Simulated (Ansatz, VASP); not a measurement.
Na in VASP and in Ansatz

```
CELL_PARAMETERS angstrom
3.78967 0.00000 0.00000
-1.89483 3.28195 0.00000
0.00000 0.00000 5.95465
ATOMIC_POSITIONS crystal
Na 0.33333 0.66667 0.75000
Na 0.66667 0.33333 0.25000
```

The cell was built by a generator and needn't be a form met in nature.

Alike in both runs: task single point; functional HSE06; k mesh 6 × 6 × 4; occupations gaussian, width 0.05 eV; no spin polarisation.

|  | VASP | Ansatz |
| --- | --- | --- |
| version | VASP 6.6.1 | Ansatz 0.2.0 |
| potentials or method | VASP PAW PBE potentials, release 64 (Na_pv) | scalar-relativistic, plane waves, PAW |
| plane-wave cutoff (eV) | 520 | 420 |
| valence electrons in the cell | 14 | 18 |

```csv
,VASP,Ansatz,Ansatz less VASP
gap on the k mesh at the Fermi level (eV),none,none,-
pressure (GPa),0.1,0.1,+0.03
```

A gap of «none» marks a metal or a gap that the smearing closes. The two sets of potentials don't hold the same shells in valence. Ansatz warned: «filled_band_counts_differ_across_k_points».

Caveats: the PAW data sets were made with another functional, which shifts forces and pressure a little (VASP).
